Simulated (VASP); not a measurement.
**Input and output of a VASP r²SCAN single-point calculation on YN (strained rocksalt)**

INCAR

```
ALGO = Normal
ENCUT = 520
ISIF = 2
NBANDS = 15
METAGGA = R2SCAN
LCHARG = .FALSE.
NELM = 120
ISMEAR = -1
LREAL = .FALSE.
NSW = 0
PREC = Accurate
EDIFF = 1E-7
SIGMA = 0.02
LWAVE = .FALSE.
IBRION = -1
LASPH = .TRUE.
```

KPOINTS

```
KPOINTS created by Atomic Simulation Environment
0
Gamma
10 10 10
0 0 0
```

KPOINTS_OPT

```
special points
7
Reciprocal
0.0000000000 0.0000000000 0.0000000000 1
0.5000000000 0.0000000000 0.5000000000 1
0.6250000000 0.2500000000 0.6250000000 1
0.3750000000 0.3750000000 0.7500000000 1
0.5000000000 0.5000000000 0.5000000000 1
0.5000000000 0.2500000000 0.7500000000 1
0.0000000000 0.5000000000 0.5000000000 1
```

POSCAR

```
Y  N
 1.0000000000000000
     0.0000000000000000    2.3746066984000000    2.3746066984000000
     2.3746066984000000    0.0000000000000000    2.3746066984000000
     2.3746066984000000    2.3746066984000000    0.0000000000000000
 Y   N
   1   1
Cartesian
  0.0000000000000000  0.0000000000000000  0.0000000000000000
  2.3746066984000000  2.3746066984000000  2.3746066984000000
```

VASP ran with the recommended PBE PAW datasets (16 valence electrons in the cell).

Command

```
mpirun -np 1 vasp_std
```

From OUTCAR

```
k-points           NKPTS =     47   k-points in BZ     NKDIM =     47   number of bands    NBANDS=     15

   NELECT =      16.0000    total number of electrons

   dimension x,y,z NGX =    28 NGY =   28 NGZ =   28
   dimension x,y,z NGXF=    56 NGYF=   56 NGZF=   56

  energy-cutoff  :      520.00
  volume of cell :       26.78
      direct lattice vectors                 reciprocal lattice vectors
     0.000000000  2.374606698  2.374606698    -0.210561185  0.210561185  0.210561185
     2.374606698  0.000000000  2.374606698     0.210561185 -0.210561185  0.210561185
     2.374606698  2.374606698  0.000000000     0.210561185  0.210561185 -0.210561185

 k-points in reciprocal lattice and weights: KPOINTS created by Atomic Simulation Env
   0.00000000  0.00000000  0.00000000       0.001
   0.10000000  0.00000000  0.00000000       0.008
   0.20000000  0.00000000  0.00000000       0.008
   0.30000000  0.00000000  0.00000000       0.008
   0.40000000  0.00000000  0.00000000       0.008
   0.50000000  0.00000000  0.00000000       0.004
   0.10000000  0.10000000  0.00000000       0.006
   0.20000000  0.10000000  0.00000000       0.024
   ...

 E-fermi :   4.7710

 k-point     1 :       0.0000    0.0000    0.0000
  band No.  band energies     occupation
      1     -37.2402      2.00000
      2     -16.1350      2.00000
      3     -16.1350      2.00000
      4     -16.1350      2.00000
      5      -9.3110      2.00000
      6       4.5598      1.99995
      7       4.5598      1.99995
      8       4.5598      1.99995
      9       8.2696      0.00000
     10       8.2697      0.00000
     11       8.2697      0.00000
     12      10.3219      0.00000
     13      10.5199      0.00000
     14      10.5199      0.00000
     15      16.4890      0.00000

 k-point     2 :       0.1000    0.0000    0.0000
  band No.  band energies     occupation
      1     -37.2231      2.00000
      2     -16.3196      2.00000
      3     -16.1446      2.00000
      4     -16.1446      2.00000
      5      -9.0818      2.00000
      6       3.9412      2.00000
      7       4.1769      2.00000
      8       4.1769      2.00000
      9       8.3696      0.00000
     10       8.5456      0.00000
     11       8.5456      0.00000
     12      10.8819      0.00000
     13      11.1041      0.00000
     14      11.1041      0.00000
     15      17.2161      0.00000

 k-point     3 :       0.2000    0.0000    0.0000
  band No.  band energies     occupation
      1     -37.1779      2.00000
      2     -16.7601      2.00000
      3     -16.1698      2.00000
      4     -16.1697      2.00000
      5      -8.5164      2.00000
      6       2.6850      2.00000
      7       3.3977      2.00000
      8       3.3977      2.00000
      9       8.6600      0.00000
     10       9.2845      0.00000
     11       9.2845      0.00000
     12      12.1176      0.00000
     13      12.5080      0.00000
     14      12.5080      0.00000
     15      18.9626      0.00000

 k-point     4 :       0.3000    0.0000    0.0000
  band No.  band energies     occupation
      1     -37.1215      2.00000
      2     -17.2420      2.00000
      3     -16.2004      2.00000
      4     -16.2004      2.00000
      5      -7.8577      2.00000
      6       1.4546      2.00000
      7       2.6667      2.00000
      8       2.6667      2.00000
      9       9.3114      0.00000
     10      10.3502      0.00000
     11      10.3502      0.00000
     12      13.1884      0.00000
     13      14.1871      0.00000
     14      14.1871      0.00000
     15      20.2901      0.00000

 k-point     5 :       0.4000    0.0000    0.0000
  band No.  band energies     occupation
      1     -37.0752      2.00000
      2     -17.5954      2.00000
      3     -16.2248      2.00000
      4     -16.2248      2.00000
      5      -7.3336      2.00000
      6       0.5754      2.00000
      7       2.1797      2.00000
      8       2.1797      2.00000
      9      10.3704      0.00000
     10      11.4637      0.00000
     11      11.4638      0.00000
     12      13.1959      0.00000
     13      15.6971      0.00000
     14      15.6971      0.00000
     15      20.5486      0.00000

 k-point     6 :       0.5000    0.0000    0.0000
  band No.  band energies     occupation
      1     -37.0574      2.00000
      2     -17.7235      2.00000
      3     -16.2340      2.00000
      4     -16.2340      2.00000
      5      -7.1308      2.00000
      6       0.2530      2.00000
      7       2.0108      2.00000
      8       2.0108      2.00000
      9      11.2967      0.00000
     10      12.0009      0.00000
     11      12.0009      0.00000
     12      12.5055      0.00000
     13      16.4398      0.00000
     14      16.4398      0.00000
     15      19.7680      0.00000

 k-point     7 :       0.1000    0.1000    0.0000
  band No.  band energies     occupation
      1     -37.2174      2.00000
      2     -16.3164      2.00000
      3     -16.1775      2.00000
      4     -16.1775      2.00000
      5      -9.0260      2.00000
      6       3.4066      2.00000
      7       4.3630      2.00000
      8       4.3630      2.00000
      9       7.7695      0.00000
     10       8.9558      0.00000
     11       8.9558      0.00000
     12      10.5756      0.00000
     13      10.6712      0.00000
     14      12.1371      0.00000
     15      17.4398      0.00000

 k-point     8 :       0.2000    0.1000    0.0000
  band No.  band energies     occupation
      1     -37.1817      2.00000
      2     -16.6375      2.00000
      3     -16.2213      2.00000
      4     -16.1944      2.00000
      5      -8.6304      2.00000
      6       2.5106      2.00000
      7       3.7950      2.00000
      8       3.9294      2.00000
      9       7.6717      0.00000
     10       9.6315      0.00000
     11       9.7304      0.00000
     12      11.2917      0.00000
     13      11.3885      0.00000
     14      13.6052      0.00000
     15      18.8380      0.00000

 k-point     9 :       0.3000    0.1000    0.0000
  band No.  band energies     occupation
      1     -37.1291      2.00000
      2     -17.0807      2.00000
      3     -16.2591      2.00000
      4     -16.2238      2.00000
      5      -8.0853      2.00000
      6       1.6579      2.00000
      7       2.9250      2.00000
      8       3.2257      2.00000
      9       8.1483      0.00000
     10      10.5031      0.00000
     11      10.7457      0.00000
     12      12.5185      0.00000
     13      12.8460      0.00000
     14      14.9885      0.00000
     15      20.3514      0.00000

 k-point    10 :       0.4000    0.1000    0.0000
  band No.  band energies     occupation
      1     -37.0794      2.00000
      2     -17.4554      2.00000
      3     -16.2766      2.00000
      4     -16.2708      2.00000
      5      -7.5952      2.00000
      6       0.9497      2.00000
      7       2.3282      2.00000
      8       2.5916      2.00000
      9       9.0870      0.00000
     10      11.4642      0.00000
     11      11.7572      0.00000
     12      13.3146      0.00000
     13      14.5151      0.00000
     14      15.9551      0.00000
     15      20.3274      0.00000

 k-point    11 :       0.5000    0.1000    0.0000
  band No.  band energies     occupation
      1     -37.0521      2.00000
      2     -17.6474      2.00000
      3     -16.3168      2.00000
      4     -16.2675      2.00000
      5      -7.3195      2.00000
      6       0.5395      2.00000
      7       2.1483      2.00000
      8       2.1920      2.00000
      9      10.3664      0.00000
     10      11.5377      0.00000
     11      12.1218      0.00000
     12      13.5669      0.00000
     13      15.9865      0.00000
     14      16.4079      0.00000
     15      19.8164      0.00000

 k-point    12 :      -0.4000    0.1000    0.0000
  band No.  band energies     occupation
      1     -37.0580      2.00000
      2     -17.6079      2.00000
      3     -16.3429      2.00000
      4     -16.2354      2.00000
      5      -7.3544      2.00000
      6       0.5839      2.00000
      7       2.0946      2.00000
      8       2.3439      2.00000
      9      10.4456      0.00000
     10      11.4626      0.00000
     11      11.5546      0.00000
     12      13.6466      0.00000
     13      15.6620      0.00000
     14      16.3957      0.00000
     15      19.8544      0.00000

 k-point    13 :      -0.3000    0.1000    0.0000
  band No.  band energies     occupation
      1     -37.0948      2.00000
      2     -17.3488      2.00000
      3     -16.3368      2.00000
      4     -16.1920      2.00000
      5      -7.6943      2.00000
      6       1.1097      2.00000
      7       2.3156      2.00000
      8       2.8409      2.00000
      9       9.3643      0.00000
     10      10.3331      0.00000
     11      11.6315      0.00000
     12      12.8988      0.00000
     13      14.5350      0.00000
     14      15.5169      0.00000
     15      20.4366      0.00000

 ...

  Total        3.1412829      3.1412829      3.1412829      0.0000000      0.0000000      0.0000000
  in kB      187.9371212    187.9371212    187.9371212      0.0000000      0.0000000      0.0000000
  external PRESSURE =     187.9371212 kB  Pullay stress =       0.0000000 kB

 POSITION                                       TOTAL-FORCE (eV/Angst)
 -----------------------------------------------------------------------------------
      0.00000      0.00000      0.00000         0.000000      0.000000     -0.000000
      2.37461      2.37461      2.37461         0.000000     -0.000000      0.000000
 -----------------------------------------------------------------------------------
    total drift:                                0.000000      0.000000      0.000000

  FREE ENERGIE OF THE ION-ELECTRON SYSTEM (eV)
  ---------------------------------------------------
  free  energy   TOTEN  =       -33.3005546718 eV

  energy  without entropy=      -33.3005545998  energy(sigma->0) =      -33.30055464
```

```
gap between bands v and c : 0.42 eV
least direct gap          : 0.74 eV
pressure                  : 18.8 GPa
```

Band v is the last that the valence electrons fill when counted band by band, and c is the next.

The run took about 99 s on one core of a shared host (Intel Xeon Platinum 8488C) and held 0.2 GiB at most.
